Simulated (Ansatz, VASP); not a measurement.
# One calculation of W, two programs

```
CELL_PARAMETERS angstrom
-1.56767 1.56767 1.56767
1.56767 -1.56767 1.56767
1.56767 1.56767 -1.56767
ATOMIC_POSITIONS crystal
W 0.00000 0.00000 0.00000
```

Alike in both runs: functional LDA; k mesh 16 × 16 × 16; occupations fermi-dirac, width 0.15 eV; no spin polarisation.

Ansatz relaxed the structure, and its values are those at the end. VASP's run is a single point on that final structure, the one shown.

```csv
,VASP,Ansatz
version,VASP 6.6.1,Ansatz 0.2.0
potentials or method,"VASP PAW LDA potentials, release 64 (W_sv)","scalar-relativistic, plane waves, PAW"
plane-wave cutoff (eV),520,600
valence electrons in the cell,14,14
```

Ansatz gave:

```
gap on the k mesh at the Fermi level (eV) : none
pressure (GPa)                            : 0.0
```

Problem. Which values does VASP return?

Solution. gap on the k mesh at the Fermi level (eV): none; pressure (GPa): 1.9.

A gap of «none» marks a metal or a gap that the smearing closes. Ansatz warned: «pseudo_functional_mismatch».

Spin-orbit coupling is left out, which matters for the levels of W.
